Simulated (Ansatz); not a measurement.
**Structure relaxation of SiNi**

Method: DFT r2SCAN, scalar-relativistic, plane waves, PAW in Ansatz 0.2.0. Cutoff 500 eV, Γ-centred k mesh, Gaussian smearing, no spin polarisation in the final step.

A relaxed cell is given with its space group left out.

```xyz
4
Lattice="3.1225 0.0000 0.0000 0.0000 3.1225 0.0000 0.0000 0.0000 4.6602" Properties=species:S:1:pos:R:3 pbc="T T T"
Si    1.5612    0.0000    3.9348
Si    0.0000    1.5612    0.7255
Ni    1.5612    0.0000    1.6012
Ni    0.0000    1.5612    3.0591
```

Energies over the elements count from the elements' standard structures at the same level, with no empirical corrections.

Q: What space group does it have?

A: P4/nmm (No. 129). Conventional cell: a = 3.122 Å, c = 4.660 Å. Si is coordinated by 6 Ni at 2.33–2.38 Å and 4 Si at 2.64 Å; Ni has 6 Si at 2.33–2.38 Å and 4 Ni at 2.65 Å.

Q: How far does it lie from the elements in energy?

A: -0.41 eV/atom.

Q: Is it a metal?

A: Yes, bands cross the Fermi level on the 14×14×10 mesh.

The final run used a 14×14×10 mesh on its 4-atom cell and 0.10 eV smearing. For metals, differences of a few meV/atom aren't resolved.

This form isn't the usual stable structure of the compound.

Cost: 3 runs of about 2.6 core-minutes in all, on Intel Xeon 6975P-C (Granite Rapids) (shared hosts).